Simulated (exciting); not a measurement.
## Pb: single point with PBE

Pb:

```
CELL_PARAMETERS angstrom
3.48000 0.00000 0.00000
-1.74000 3.01377 0.00000
0.00000 0.00000 5.59000
ATOMIC_POSITIONS crystal
Pb 0.66667 0.33333 0.75000
Pb 0.33333 0.66667 0.25000
```

This isn't the form of Pb at room conditions, which is fcc.

| Quantity | Value |
| --- | --- |
| Program | exciting (release sodium) |
| Task | single point |
| Functional | PBE |
| Potentials or basis | all-electron LAPW+lo, shipped species files, valence relativity iora* |
| rgkmax | 9 |
| k mesh | 9 × 9 × 5 |
| Occupations | gaussian, width 0.05 eV |
| Spin | no spin polarisation |
| outputlevel | normal |
| gmaxvr (cutoff of density and potential) | 14 1/bohr |
| lmaxapw (and lmaxmat) | 10 |
| lmaxvr | 8 |
| nempty | 10 |
| Valence relativity | iora* |
| epsengy | 1e-05 Ha |
| epspot | 1e-05 Ha |
| maxscl | 60 |
| Muffin-tin radii | Pb 2.3 bohr |

* Band gap on the k mesh: none (metal or under the smearing width)
* All electrons inside the program's atomic spheres: Pb 79.08 (radii Pb 2.3 bohr)

Levels at points of the mesh, in eV from the Fermi level:
```
           k point  band 12  band 13  band 14  band 15  band 16  band 17
(0.00, 0.00, 0.00)    -8.00    -4.30     5.58     5.58     7.49     7.49
```

Wall time 2.8 min on 1 thread of Arm Neoverse V1 (shared host), peak memory 0.15 GiB.

Caveat: the log's total energy holds no entropy term; the free energy is that total less TS from the occupations. Spin-orbit coupling is left out, which matters for the levels of Pb.
